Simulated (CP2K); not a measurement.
# SnSe in CP2K: relaxation of cell and atoms with PBEsol

Aim: the relaxation of cell and atoms of SnSe with PBEsol.

Program: CP2K 2026.2. These are calculated values, not measurements. Logs are shortened: lines on timing, memory, paths and dates and some standing lists are left out, and cuts for length are marked.

## (1) Starting point

The cell holds a slab with vacuum, 4 atoms: a = 4.285 Å, b = 4.285 Å, c = 10.991 Å, α = 90.00°, β = 90.00°, γ = 90.00°.

## (2) Relaxation of cell and atoms, PBEsol

snse_vcrelax.inp

```
&GLOBAL
  PROJECT snse_vcrelax
  RUN_TYPE CELL_OPT
  PRINT_LEVEL LOW
&END GLOBAL
&FORCE_EVAL
  METHOD QS
  STRESS_TENSOR ANALYTICAL
  &DFT
    BASIS_SET_FILE_NAME BASIS_MOLOPT_UZH
    POTENTIAL_FILE_NAME POTENTIAL_UZH
    &MGRID
      CUTOFF 450
      REL_CUTOFF 60
      NGRIDS 4
    &END MGRID
    &QS
      METHOD GPW
      EPS_DEFAULT 1.0E-10
      EXTRAPOLATION USE_PREV_P
    &END QS
    &KPOINTS
      SCHEME MONKHORST-PACK 5 5 2
      GAMMA_CENTERED T
    &END KPOINTS
    &SCF
      SCF_GUESS ATOMIC
      EPS_SCF 1.0E-6
      MAX_SCF 100
      ADDED_MOS 14
      CHOLESKY OFF
      EPS_EIGVAL 1.0E-7
      &DIAGONALIZATION ON
        ALGORITHM STANDARD
      &END DIAGONALIZATION
      &MIXING ON
        METHOD BROYDEN_MIXING
        ALPHA 0.4
        BETA 1.5
        NBUFFER 8
      &END MIXING
      &SMEAR ON
        METHOD FERMI_DIRAC
        ELECTRONIC_TEMPERATURE [K] 300.557
      &END SMEAR
    &END SCF
    &XC
      &XC_FUNCTIONAL
        &GGA_X_PBE_SOL
        &END GGA_X_PBE_SOL
        &GGA_C_PBE_SOL
        &END GGA_C_PBE_SOL
      &END XC_FUNCTIONAL
    &END XC
    &PRINT
      &KPOINTS ON
      &END KPOINTS
      &MULLIKEN ON
        &EACH
          CELL_OPT 0
        &END EACH
        ADD_LAST NUMERIC
      &END MULLIKEN
      &MO ON
        ENERGIES T
        OCCUPATION_NUMBERS T
        &EACH
          QS_SCF 0
          CELL_OPT 0
        &END EACH
        ADD_LAST NUMERIC
      &END MO
    &END PRINT
  &END DFT
  &SUBSYS
    &CELL
      A 4.2853274191 0.0000000000 0.0000000000
      B 0.0000000000 4.2853274191 0.0000000000
      C 0.0000000000 0.0000000000 10.9906921300
      PERIODIC XYZ
    &END CELL
    &COORD
      SCALED
      Sn  0.0000000000 0.5000000000 0.6277708900
      Sn  0.5000000000 0.0000000000 0.3722291100
      Se  0.0000000000 0.5000000000 0.3839605100
      Se  0.5000000000 0.0000000000 0.6160394900
    &END COORD
    &KIND Sn
      BASIS_SET TZVP-MOLOPT-PBE-GTH-q4
      POTENTIAL GTH-PBE-q4
    &END KIND
    &KIND Se
      BASIS_SET TZVP-MOLOPT-PBE-GTH-q6
      POTENTIAL GTH-PBE-q6
    &END KIND
    &PRINT
      &ATOMIC_COORDINATES ON
      &END ATOMIC_COORDINATES
      &CELL ON
      &END CELL
    &END PRINT
  &END SUBSYS
  &PRINT
    &FORCES ON
    &END FORCES
    &STRESS_TENSOR ON
    &END STRESS_TENSOR
  &END PRINT
&END FORCE_EVAL
&MOTION
  &CELL_OPT
    OPTIMIZER BFGS
    MAX_ITER 40
    MAX_FORCE [eV*angstrom^-1] 0.03
    RMS_FORCE [eV*angstrom^-1] 0.03
    MAX_DR 1.0E-2
    RMS_DR 1.0E-2
    EXTERNAL_PRESSURE [bar] 0.0
    PRESSURE_TOLERANCE [bar] 500
    KEEP_SPACE_GROUP T
  &END CELL_OPT
  &PRINT
    &TRAJECTORY ON
    &END TRAJECTORY
    &CELL ON
    &END CELL
    &FORCES ON
    &END FORCES
    &STRESS ON
    &END STRESS
    &RESTART OFF
    &END RESTART
    &RESTART_HISTORY OFF
    &END RESTART_HISTORY
  &END PRINT
&END MOTION
```

Potentials or basis: POTENTIAL_UZH Sn GTH-PBE-q4, Se GTH-PBE-q6; TZVP-MOLOPT-PBE-GTH basis.

Command:

```bash
$ OMP_NUM_THREADS=1 mpirun -n 3 cp2k.psmp -i snse_vcrelax.inp -o snse_vcrelax.out
```

snse_vcrelax.out:

```text

 CP2K| version string:                                       CP2K version 2026.2
 CP2K| Input file name                                          snse_vcrelax.inp

 GLOBAL| Force Environment number                                              1
 GLOBAL| Basis set file name                                    BASIS_MOLOPT_UZH
 GLOBAL| Potential file name                                       POTENTIAL_UZH
 GLOBAL| MM Potential file name                                     MM_POTENTIAL
 GLOBAL| Coordinate file name                                      __STD_INPUT__
 GLOBAL| Method name                                                        CP2K
 GLOBAL| Project name                                               snse_vcrelax
 GLOBAL| Run type                                                       CELL_OPT
 GLOBAL| FFT library                                                       FFTW3
 GLOBAL| Diagonalization library                                       ScaLAPACK
 GLOBAL| Cholesky decomposition library                                ScaLAPACK
 GLOBAL| DGEMM library                                                      BLAS
 GLOBAL| Direct generalized diagonalization requested                          F
 GLOBAL| Matrix multiplication library                                 ScaLAPACK
 GLOBAL| Global print level                                                  LOW
 GLOBAL| Total number of message passing processes                             3
 GLOBAL| Number of threads for this process                                    1
 GLOBAL| CPU model name                          AMD EPYC 7R43 64-Core Processor

 CELL| Volume [angstrom^3]:                                           201.833412
 CELL| Vector a [angstrom]:       4.285     0.000     0.000   |a| =     4.285327
 CELL| Vector b [angstrom]:       0.000     4.285     0.000   |b| =     4.285327
 CELL| Vector c [angstrom]:       0.000     0.000    10.991   |c| =    10.990692
 CELL| Angle (b,c), alpha [degree]:                                    90.000000
 CELL| Angle (a,c), beta  [degree]:                                    90.000000
 CELL| Angle (a,b), gamma [degree]:                                    90.000000
 CELL| Numerically orthorhombic:                                             YES
 CELL| Periodicity                                                           XYZ

 CELL_REF| Volume [angstrom^3]:                                       201.833412
 CELL_REF| Vector a [angstrom     4.285     0.000     0.000   |a| =     4.285327
 CELL_REF| Vector b [angstrom     0.000     4.285     0.000   |b| =     4.285327
 CELL_REF| Vector c [angstrom     0.000     0.000    10.991   |c| =    10.990692
 CELL_REF| Angle (b,c), alpha [degree]:                                90.000000
 CELL_REF| Angle (a,c), beta  [degree]:                                90.000000
 CELL_REF| Angle (a,b), gamma [degree]:                                90.000000
 CELL_REF| Numerically orthorhombic:                                         YES
 CELL_REF| Periodicity                                                       XYZ

[... 8 lines left out ...]
 TOTAL NUMBERS AND MAXIMUM NUMBERS

  Total number of            - Atomic kinds:                                   2
                             - Atoms:                                          4
                             - Shell sets:                                     4
                             - Shells:                                        28
                             - Primitive Cartesian functions:                 16
                             - Cartesian basis functions:                     72
                             - Spherical basis functions:                     68

  Maximum angular momentum of- Orbital basis functions:                        2
                             - Local part of the GTH pseudopotential:          0
                             - Non-local part of the GTH pseudopotential:      4

 MODULE QUICKSTEP: ATOMIC COORDINATES IN ANGSTROM

   Atom Kind Element         X             Y             Z       Z(eff)     Mass
      1    1 Sn   50      0.000000      2.142664      6.899637   4.0000 118.7100
      2    1 Sn   50      2.142664      0.000000      4.091056   4.0000 118.7100
      3    2 Se   34      0.000000      2.142664      4.219992   6.0000  78.9600
      4    2 Se   34      2.142664      0.000000      6.770700   6.0000  78.9600

 SCF PARAMETERS         Density guess:                                    ATOMIC
                        --------------------------------------------------------
                        max_scf:                                             100
[... 100 lines left out ...]

 Extrapolation method: initial_guess

 Number of electrons:                                                         20
 Number of occupied orbitals:                                                 10
 Number of molecular orbitals:                                                24

 Number of orbital functions:                                                 68
 Number of independent orbital functions:                                     68

 SCF WAVEFUNCTION OPTIMIZATION

  Step     Update method      Time    Convergence         Total energy    Change
  ------------------------------------------------------------------------------
     1 NoMix/Diag. 0.40E+00    0.7     0.50898157       -25.8715119842 -2.59E+01
     2 Broy./Diag. 0.40E+00    1.1     0.03339211       -25.4638399254  4.08E-01
     3 Broy./Diag. 0.40E+00    1.1     0.08422375       -25.6380653928 -1.74E-01
     4 Broy./Diag. 0.40E+00    0.9     0.00681411       -25.8845447554 -2.46E-01
     5 Broy./Diag. 0.40E+00    0.8     0.00491460       -25.8330723673  5.15E-02
     6 Broy./Diag. 0.40E+00    0.7     0.00301688       -25.8204733243  1.26E-02
     7 Broy./Diag. 0.40E+00    0.7     0.00188734       -25.8074239220  1.30E-02
     8 Broy./Diag. 0.40E+00    0.7     0.00224584       -25.8197102541 -1.23E-02
     9 Broy./Diag. 0.40E+00    0.7     0.00048516       -25.8273044817 -7.59E-03
    10 Broy./Diag. 0.40E+00    0.8     0.00050564       -25.8314648054 -4.16E-03
    11 Broy./Diag. 0.40E+00    0.7     0.00018082       -25.8315225182 -5.77E-05
    12 Broy./Diag. 0.40E+00    0.7     0.00014540       -25.8305565348  9.66E-04
    13 Broy./Diag. 0.40E+00    0.7     0.00008085       -25.8305690076 -1.25E-05
    14 Broy./Diag. 0.40E+00    0.7     0.00001731       -25.8307070571 -1.38E-04
    15 Broy./Diag. 0.40E+00    0.8     0.00004612       -25.8307148050 -7.75E-06
    16 Broy./Diag. 0.40E+00    0.7     0.00001762       -25.8306610750  5.37E-05
    17 Broy./Diag. 0.40E+00    0.6     0.00001957       -25.8305836236  7.75E-05
    18 Broy./Diag. 0.40E+00    0.6     0.00000488       -25.8305680544  1.56E-05
[... 1270 lines left out ...]
 OPT| Scaling factor                                                0.0000000000
 OPT| Step size                                                     0.0162797715
 OPT| Trust radius                                                  0.4724315332
 OPT| Decrease in energy                                                     YES
 OPT|
 OPT| Maximum step size                                             0.0162797715
 OPT| Convergence limit for maximum step size                       0.0100000000
 OPT| Maximum step size is converged                                          NO
 OPT|
 OPT| RMS step size                                                 0.0057254631
 OPT| Convergence limit for RMS step size                           0.0100000000
 OPT| RMS step size is converged                                             YES
 OPT|
 OPT| Maximum gradient                                              0.0003291068
 OPT| Convergence limit for maximum gradient                        0.0005834072
 OPT| Maximum gradient is converged                                          YES
 OPT|
 OPT| RMS gradient                                                  0.0001418641
 OPT| Convergence limit for RMS gradient                            0.0005834072
 OPT| RMS gradient is converged                                              YES
 OPT|
 OPT| Pressure deviation [bar]                                   -177.3125548282
 OPT| Pressure tolerance [bar]                                    500.0000000000
 OPT| Pressure is converged                                                  YES
 OPT| **************************************************************************
[... 109 lines left out ...]
 OPT| Scaling factor                                                0.0000000000
 OPT| Step size                                                     0.0073440097
 OPT| Trust radius                                                  0.4724315332
 OPT| Decrease in energy                                                     YES
 OPT|
 OPT| Maximum step size                                             0.0073440097
 OPT| Convergence limit for maximum step size                       0.0100000000
 OPT| Maximum step size is converged                                         YES
 OPT|
 OPT| RMS step size                                                 0.0025129421
 OPT| Convergence limit for RMS step size                           0.0100000000
 OPT| RMS step size is converged                                             YES
 OPT|
 OPT| Maximum gradient                                              0.0001525499
 OPT| Convergence limit for maximum gradient                        0.0005834072
 OPT| Maximum gradient is converged                                          YES
 OPT|
 OPT| RMS gradient                                                  0.0000522479
 OPT| Convergence limit for RMS gradient                            0.0005834072
 OPT| RMS gradient is converged                                              YES
 OPT|
 OPT| Pressure deviation [bar]                                    150.1256481432
 OPT| Pressure tolerance [bar]                                    500.0000000000
 OPT| Pressure is converged                                                  YES
 OPT| **************************************************************************

 *******************************************************************************
 ***                    GEOMETRY OPTIMIZATION COMPLETED                      ***
 *******************************************************************************

 write_final_structure: Optimization converged, writing XYZ file gladly:
  snse_vcrelax-FINAL-1_10.xyz

 write_final_structure: Optimization converged, writing CIF file gladly:
  snse_vcrelax-FINAL-1_10.cif

 write_final_structure: Done!

                    Reevaluating energy at the minimum

 CELL| Volume [angstrom^3]:                                           202.991190
 CELL| Vector a [angstrom]:       4.295     0.000     0.000   |a| =     4.294979
 CELL| Vector b [angstrom]:       0.000     4.295     0.000   |b| =     4.294979
 CELL| Vector c [angstrom]:       0.000     0.000    11.004   |c| =    11.004115
 CELL| Angle (b,c), alpha [degree]:                                    90.000000
 CELL| Angle (a,c), beta  [degree]:                                    90.000000
 CELL| Angle (a,b), gamma [degree]:                                    90.000000
 CELL| Numerically orthorhombic:                                             YES
 CELL| Periodicity                                                           XYZ
[... 460 lines left out ...]
 MO|     23               0.400493              10.897956               0.000000
 MO|     24               0.431713              11.747520               0.000000
 MO| Sum:                                                              20.000000
 MO| E(Fermi):            0.025383 a.u.          0.690696 eV
 MO| Band gap:            0.076898 a.u.          2.092504 eV

 [... the levels of further k-points ...]

 !-----------------------------------------------------------------------------!
                     Mulliken Population Analysis

 #  Atom  Element  Kind  Atomic population                           Net charge
       1     Sn       1          3.544761                              0.455239
       2     Sn       1          3.544761                              0.455239
       3     Se       2          6.455239                             -0.455239
       4     Se       2          6.455239                             -0.455239
 # Total charge                             20.000000                  0.000000

 !-----------------------------------------------------------------------------!

 ENERGY| Total FORCE_EVAL ( QS ) energy [hartree]            -25.831561305652482
```

Run time: 2.4 min. Hardware: 3 MPI ranks of AMD EPYC 7R43 (Zen 3), shared host.

Results:

```yaml
Free_energy: -702.9125 eV
Relaxed_volume: 50.75 Å³/atom
Relaxed_cell: a = 4.295 Å, b = 4.295 Å, c = 11.004 Å, α = 90.00°, β = 90.00°, γ = 90.00°
Space_group_after_relaxing_to_0.05_Å: P4/nmm (No. 129)
Energy_gained_by_relaxing: 6.6 meV/atom
Ionic_steps: 12
Band_gap_on_the_k_mesh: 0.73 eV, direct
Mulliken_charges: Sn +0.46; Se -0.46 e
```

Step by step:
```csv
step,energy change (eV),largest force (eV/Å),volume (Å³)
1,0.0000,0.3380,201.83
2,-0.0037,0.3040,201.96
3,-0.0177,0.0796,202.88
4,-0.0181,0.0723,202.99
5,-0.0184,0.0897,203.07
6,-0.0194,0.1147,203.20
7,-0.0212,0.1338,203.34
8,-0.0237,0.1208,203.40
9,-0.0256,0.0683,203.26
10,-0.0265,0.0169,203.05
11,-0.0266,0.0015,202.99
12,-0.0266,0.0015,202.99
```

Final structure:
```
CELL_PARAMETERS angstrom
4.29498 0.00000 0.00000
0.00000 4.29498 0.00000
0.00000 0.00000 11.00411
ATOMIC_POSITIONS crystal
Sn 0.00000 0.50000 0.62443
Sn 0.50000 0.00000 0.37557
Se 0.00000 0.50000 0.37488
Se 0.50000 0.00000 0.62512
```

Levels at points of the mesh, in eV from the valence-band top:
```tsv
k point	band 6	band 7	band 8	band 9	band 10	band 11	band 12	band 13	band 14	band 15
(0.00, 0.00, 0.00)	-3.29	-3.29	-2.08	-2.08	-0.84	1.47	4.27	4.35	4.35	4.35
(0.00, 0.00, 0.50)	-3.29	-3.29	-2.08	-2.08	-0.84	1.38	4.27	4.35	4.35	4.47
```

Caveat: Mulliken charges move with the basis; the potentials were made for another functional, which shifts forces and pressure; spin-orbit coupling is left out, which moves the levels of the heavy elements; the basis of atomic orbitals isn't converged, which shifts pressures, moduli and gaps.
